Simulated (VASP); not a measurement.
# Na2S (Fm-3m) in VASP: further runs, part 2 of 2

VASP 6.6.1. The steps go on from the part before.

### Step 3. Relaxation of cell and atoms, PBE

INCAR reads:

```
  ALGO = Normal
  EDIFF = 1E-7
  EDIFFG = -0.005
  ENCUT = 600
  GGA = PE
  IBRION = 2
  ISIF = 3
  ISMEAR = 0
  LASPH = True
  LCHARG = False
  LREAL = False
  LWAVE = False
  NELM = 100
  NSW = 100
  PREC = Accurate
  SIGMA = 0.02
```

KPOINTS reads:

```
k-points
0
Gamma
  8 8 8
```

POSCAR reads:

```
Na2S
1.0
    0.0000000000      3.2836251753      3.2836251753
    3.2836251753      0.0000000000      3.2836251753
    3.2836251753      3.2836251753      0.0000000000
Na S
2 1
Direct
    0.2500000000      0.2500000000      0.2500000000
    0.7500000000      0.7500000000      0.7500000000
    0.0000000000      0.0000000000      0.0000000000
```

Potentials or basis: VASP PAW PBE potentials, release 64 (Na_pv, S).

Run with:

```bash
$ cat potpaw_PBE.64/Na_pv/POTCAR potpaw_PBE.64/S/POTCAR > POTCAR
$ mpirun -np 1 vasp_std > vasp.out
```

OUTCAR:

```text
EDIFF = 1E-7
   EDIFFG = -0.005
   ENCUT = 600
   GGA = PE
   IBRION = 2
   ISIF = 3
   ISMEAR = 0
   LASPH = True
   LREAL = False
   NELM = 100
   NSW = 100
   PREC = Accurate

 ion  position               nearest neighbor table
   1  0.250  0.250  0.250-
   2  0.750  0.750  0.750-
   3  0.000  0.000  0.000-

  LATTYP: Found a face centered cubic cell.
 ALAT       =     6.5672503506

  Lattice vectors:

 A1 = (   0.0000000000,   3.2836251753,   3.2836251753)
 A2 = (   3.2836251753,   0.0000000000,   3.2836251753)
 A3 = (   3.2836251753,   3.2836251753,   0.0000000000)

Analysis of symmetry for initial positions (statically):
=====================================================================
 Subroutine PRICEL returns:
 Original cell was already a primitive cell.

 Routine SETGRP: Setting up the symmetry group for a
 face centered cubic supercell.

 Subroutine GETGRP returns: Found 48 space group operations
 (whereof 48 operations were pure point group operations)
 out of a pool of 48 trial point group operations.

The static configuration has the point symmetry O_h .

Analysis of symmetry for dynamics (positions and initial velocities):
=====================================================================
 Subroutine PRICEL returns:
 Original cell was already a primitive cell.

 Routine SETGRP: Setting up the symmetry group for a
 face centered cubic supercell.

 Subroutine GETGRP returns: Found 48 space group operations
 (whereof 48 operations were pure point group operations)
 out of a pool of 48 trial point group operations.

The dynamic configuration has the point symmetry O_h .

 Subroutine INISYM returns: Found 48 space group operations
 (whereof 48 operations are pure point group operations),
 and found     1 'primitive' translations

----------------------------------------------------------------------------------------

                                     Primitive cell

  volume of cell :      70.8094

  direct lattice vectors                    reciprocal lattice vectors
     0.000000000  3.283625175  3.283625175    -0.152270729  0.152270729  0.152270729
     3.283625175  0.000000000  3.283625175     0.152270729 -0.152270729  0.152270729
     3.283625175  3.283625175  0.000000000     0.152270729  0.152270729 -0.152270729

  length of vectors
     4.643747257  4.643747257  4.643747257     0.263740640  0.263740640  0.263740640

  position of ions in fractional coordinates (direct lattice)
     0.250000000  0.250000000  0.250000000
     0.750000000  0.750000000  0.750000000
     0.000000000  0.000000000  0.000000000

  ion indices of the primitive-cell ions
   primitive index   ion index
                 1           1
                 2           2
                 3           3

----------------------------------------------------------------------------------------

 KPOINTS: k-points

[... 109 lines left out ...]
 number of electron      19.9999998 magnetization

 Free energy of the ion-electron system (eV)
  ---------------------------------------------------
  ext. energy  EPLUGINS =         0.00000000
  ---------------------------------------------------
  free energy    TOTEN  =        -9.97638985 eV

  energy without entropy =       -9.97638985  energy(sigma->0) =       -9.97638985

------------------------ aborting loop because EDIFF is reached ----------------------------------------

  FORCE on cell =-STRESS in cart. coord.  units (eV):
  Direction    XX          YY          ZZ          XY          YZ          ZX
  --------------------------------------------------------------------------------------
  -------------------------------------------------------------------------------------
  Total        0.0161284      0.0161284      0.0161284      0.0000000     -0.0000000      0.0000000
  in kB        0.3649309      0.3649309      0.3649309      0.0000000     -0.0000000      0.0000000
  external PRESSURE =       0.3649309 kB  Pullay stress =       0.0000000 kB

 VOLUME and BASIS-vectors are now :
 -----------------------------------------------------------------------------
  energy-cutoff  :      600.00
  volume of cell :       70.81
      direct lattice vectors                 reciprocal lattice vectors
     0.000000000  3.283625175  3.283625175    -0.152270729  0.152270729  0.152270729
     3.283625175  0.000000000  3.283625175     0.152270729 -0.152270729  0.152270729
     3.283625175  3.283625175  0.000000000     0.152270729  0.152270729 -0.152270729

 POSITION                                       TOTAL-FORCE (eV/Angst)
 -----------------------------------------------------------------------------------
      1.64181      1.64181      1.64181         0.000000      0.000000      0.000000
      4.92544      4.92544      4.92544        -0.000000     -0.000000     -0.000000
      0.00000      0.00000      0.00000        -0.000000      0.000000     -0.000000
 -----------------------------------------------------------------------------------
    total drift:                               -0.000000     -0.000000      0.000000

  FREE ENERGIE OF THE ION-ELECTRON SYSTEM (eV)
  ---------------------------------------------------
  free  energy   TOTEN  =        -9.9763898476 eV

  energy  without entropy=       -9.9763898476  energy(sigma->0) =       -9.97638985

--------------------------------------- Ionic step        2  -------------------------------------------

 number of electron      19.9999998 magnetization

 Free energy of the ion-electron system (eV)
  ---------------------------------------------------
  ext. energy  EPLUGINS =         0.00000000
  ---------------------------------------------------
  free energy    TOTEN  =        -9.97639935 eV

  energy without entropy =       -9.97639935  energy(sigma->0) =       -9.97639935

 E-fermi :   0.2950     XC(G=0):  -7.7748

 val. band max:        0.1345716284   @ k =   0.0000   0.0000   0.0000
 cond. band min:       2.5782387969   @ k =   0.0000   0.0000   0.0000
 fundamental gap:      2.4436671686
 Fermi energy:         0.2949708034

 k-point     1 :       0.0000    0.0000    0.0000
  band No.  band energies     occupation
      1     -22.1349      2.00000
      2     -22.1348      2.00000
      3     -22.1348      2.00000
      4     -22.0834      2.00000
      5     -22.0834      2.00000
      6     -22.0834      2.00000
      7      -9.9896      2.00000
      8       0.1346      2.00000
      9       0.1346      2.00000
     10       0.1346      2.00000
     11       2.5782      0.00000
     12       7.8326      0.00000
     13       7.8326      0.00000
     14       7.8326      0.00000
[... 377 lines left out ...]
      1     -22.1423      2.00000
      2     -22.1382      2.00000
      3     -22.1114      2.00000
      4     -22.1112      2.00000
      5     -22.0847      2.00000
      6     -22.0838      2.00000
      7      -9.7153      2.00000
      8      -1.2575      2.00000
      9      -0.4793      2.00000
     10      -0.1325      2.00000
     11       5.4904      0.00000
     12       5.7967      0.00000
     13       7.4931      0.00000
     14       7.8988      0.00000

 [... further k-points ...]
[... 5 lines left out ...]
  --------------------------------------------------------------------------------------
  -------------------------------------------------------------------------------------
  Total        0.0069229      0.0069229      0.0069229      0.0000000      0.0000000     -0.0000000
  in kB        0.1565201      0.1565201      0.1565201      0.0000000      0.0000000     -0.0000000
  external PRESSURE =       0.1565201 kB  Pullay stress =       0.0000000 kB

 VOLUME and BASIS-vectors are now :
 -----------------------------------------------------------------------------
  energy-cutoff  :      600.00
  volume of cell :       70.86
      direct lattice vectors                 reciprocal lattice vectors
     0.000000000  3.284476812  3.284476812    -0.152231247  0.152231247  0.152231247
     3.284476812 -0.000000000  3.284476812     0.152231247 -0.152231247  0.152231247
     3.284476812  3.284476812  0.000000000     0.152231247  0.152231247 -0.152231247

 POSITION                                       TOTAL-FORCE (eV/Angst)
 -----------------------------------------------------------------------------------
      1.64224      1.64224      1.64224        -0.000000      0.000000      0.000000
      4.92672      4.92672      4.92672         0.000000     -0.000000      0.000000
      3.28448      3.28448      6.56895         0.000000      0.000000     -0.000000
 -----------------------------------------------------------------------------------
    total drift:                               -0.000000     -0.000000      0.000000

  FREE ENERGIE OF THE ION-ELECTRON SYSTEM (eV)
  ---------------------------------------------------
  free  energy   TOTEN  =        -9.9763993468 eV

  energy  without entropy=       -9.9763993468  energy(sigma->0) =       -9.97639935

 reached required accuracy - stopping structural energy minimisation
```

OSZICAR:

```text
N       E                     dE             d eps       ncg     rms          rms(c)
DAV:   1     0.150368532632E+03    0.15037E+03   -0.11289E+04   812   0.163E+03
DAV:   2     0.232144935329E+01   -0.14805E+03   -0.14507E+03   848   0.380E+02
DAV:   3    -0.105520787217E+02   -0.12874E+02   -0.12697E+02  1022   0.107E+02
DAV:   4    -0.108248695060E+02   -0.27279E+00   -0.27250E+00   956   0.160E+01
[... 14 lines left out ...]
DAV:   2    -0.997641410837E+01    0.51179E-04   -0.85559E-05   998   0.115E-01    0.254E-02
DAV:   3    -0.997640180898E+01    0.12299E-04   -0.20733E-05   968   0.650E-02    0.111E-02
DAV:   4    -0.997639977506E+01    0.20339E-05   -0.83435E-07   950   0.813E-03    0.437E-03
DAV:   5    -0.997639938649E+01    0.38856E-06   -0.43641E-08   436   0.226E-03    0.156E-03
DAV:   6    -0.997639934682E+01    0.39676E-07   -0.15171E-08   442   0.255E-03
   2 F= -.99763993E+01 E0= -.99763993E+01  d E =-.949924E-05
```

Wall time 40 s (1 thread of Intel Xeon Platinum 8488C (Sapphire Rapids), shared host); peak memory 0.24 GiB.

What came out:

* Free energy: -9.9764 eV
* Relaxed volume: 23.62 Å³/atom
* Relaxed cell: a = 4.645 Å, b = 4.645 Å, c = 4.645 Å, α = 60.00°, β = 60.00°, γ = 60.00°
* Space group after relaxing (to 0.05 Å): Fm-3m (No. 225)
* Energy gained by relaxing: 0.0 meV/atom
* Ionic steps: 2
* Pressure after relaxing: 0.0 GPa
* Band gap on the k mesh: 2.44 eV, direct

Final structure:
```cif
data_structure
_symmetry_space_group_name_H-M 'P 1'
_symmetry_Int_Tables_number 1
_cell_length_a 4.6450
_cell_length_b 4.6450
_cell_length_c 4.6450
_cell_angle_alpha 60.000
_cell_angle_beta 60.000
_cell_angle_gamma 60.000
_cell_volume 70.86
loop_
_atom_site_label
_atom_site_type_symbol
_atom_site_fract_x
_atom_site_fract_y
_atom_site_fract_z
_atom_site_occupancy
Na1 Na 0.25000 0.25000 0.25000 1
Na2 Na 0.75000 0.75000 0.75000 1
S1 S 0.00000 0.00000 0.00000 1
```

A k mesh can miss the band edges. As with any semilocal functional, this PBE gap is likely too small.

### Step 4. Single point, PBE

INCAR reads:

```
SYSTEM = Na2S
ALGO = Normal
EDIFF = 1E-7
ENCUT = 520
GGA = PE
ISIF = 2
ISMEAR = 0
LASPH = .True.
LCHARG = .False.
LREAL = .False.
LWAVE = .False.
NBANDS = 17
NELM = 100
PREC = Accurate
SIGMA = 0.02
```

KPOINTS reads:

```
k-points
0
Gamma
  6 6 6
  0 0 0
```

POSCAR is that of step 3.

Run with:

```bash
$ cat potpaw_PBE.64/Na_pv/POTCAR potpaw_PBE.64/S/POTCAR > POTCAR
$ mpirun -np 1 vasp_std > vasp.out
```

It took 17 s on 1 thread of Intel Xeon Platinum 8488C (Sapphire Rapids), shared host; peak memory 0.19 GiB.

It converged, with:

| Quantity | Value |
| --- | --- |
| Free energy | -9.9762 eV |
| Pressure | 0.0 GPa |
| Band gap on the k mesh | 2.45 eV, direct |

Levels at points of the mesh, in eV from the valence-band top:
| k point | band 7 | band 8 | band 9 | band 10 | band 11 | band 12 | band 13 | band 14 |
| --- | --- | --- | --- | --- | --- | --- | --- | --- |
| (0.00, 0.00, 0.00) | -10.13 | 0.00 | 0.00 | 0.00 | 2.45 | 7.70 | 7.70 | 7.70 |
| (0.50, 0.00, 0.00) | -9.89 | -1.62 | -0.13 | -0.13 | 4.74 | 6.40 | 7.12 | 7.12 |
| (0.50, 0.50, 0.00) | -9.81 | -1.45 | -0.45 | -0.45 | 3.84 | 5.97 | 8.36 | 9.69 |

PBE gaps usually lie below the measured ones, often by a third to a half.

### Step 5. Overview

```csv
task,cell,k mesh,cutoff (eV),gap on the mesh (eV),pressure (GPa)
single point,as given,8 × 8 × 8,520,2.45,0.0
relaxation of cell and atoms,relaxed,8 × 8 × 8,600,2.44,0.0
single point,as given,6 × 6 × 6,520,2.45,0.0
```

Alike in all rows: level PBE; potentials or basis VASP PAW PBE potentials, release 64 (Na_pv, S); no spin polarisation; smearing gaussian 0.02 eV.

Absolute energies hang on the potentials; compare differences alone.
